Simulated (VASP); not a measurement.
Input of a VASP 6.6.1 run:

File POSCAR:

```
SnTe
1.0
    0.0000000000      3.1893545757      3.1893545757
    3.1893545757      0.0000000000      3.1893545757
    3.1893545757      3.1893545757      0.0000000000
Sn Te
1 1
Direct
    0.0000000000      0.0000000000      0.0000000000
    0.5000000000      0.5000000000      0.5000000000
```

The input INCAR.step1:

```
SYSTEM = SnTe
PREC = Accurate
ENCUT = 520
ISMEAR = -1
SIGMA = 0.02
LREAL = .False.
LASPH = .True.
NELM = 60
NBANDS = 17
GGA = PE
ALGO = Normal
EDIFF = 1E-4
LWAVE = .True.
LCHARG = .False.
```

File INCAR.step2:

```
SYSTEM = SnTe
PREC = Accurate
ENCUT = 520
EDIFF = 1E-7
ISMEAR = -1
SIGMA = 0.02
LREAL = .False.
LASPH = .True.
NELM = 60
ALGO = Normal
ISIF = 2
LWAVE = .False.
LCHARG = .False.
METAGGA = R2SCAN
LMIXTAU = .True.
NBANDS = 17
ISTART = 1
```

Contents of KPOINTS:

```
Automatic mesh
0
Gamma
  8 8 8
  0 0 0
```

Potentials or basis: VASP PAW PBE potentials, release 64 (Sn_d, Te).

Launch:

```bash
$ cat potpaw_PBE.64/Sn_d/POTCAR potpaw_PBE.64/Te/POTCAR > POTCAR
$ cp INCAR.step1 INCAR
$ mpirun -np 1 vasp_std > vasp.out
$ cp INCAR.step2 INCAR
$ mpirun -np 1 vasp_std > vasp.out
```

Q: What does it give for the band gap on the k mesh?

A: 0.14 eV, direct.

Q: What does it give for the pressure?

A: -0.1 GPa.

Caveat: the PAW data sets were made with another functional, which shifts forces and pressure a little; spin-orbit coupling is left out, which moves the levels of the heavy elements.

**The experiment to reproduce.**

From a printed reference work, textbook, for a bulk crystal of SnTe at 300 K: band gap 0.18 eV (direct).

Measured gap of SnTe: 0.18 eV (direct; 300 K; a printed reference work, textbook). This calculation gives 0.14 eV (-0.04 eV). Spin-orbit coupling on Sn, Te is left out. The value is that of r2SCAN on a finite k mesh, which can miss the band edges, without temperature or zero-point motion.
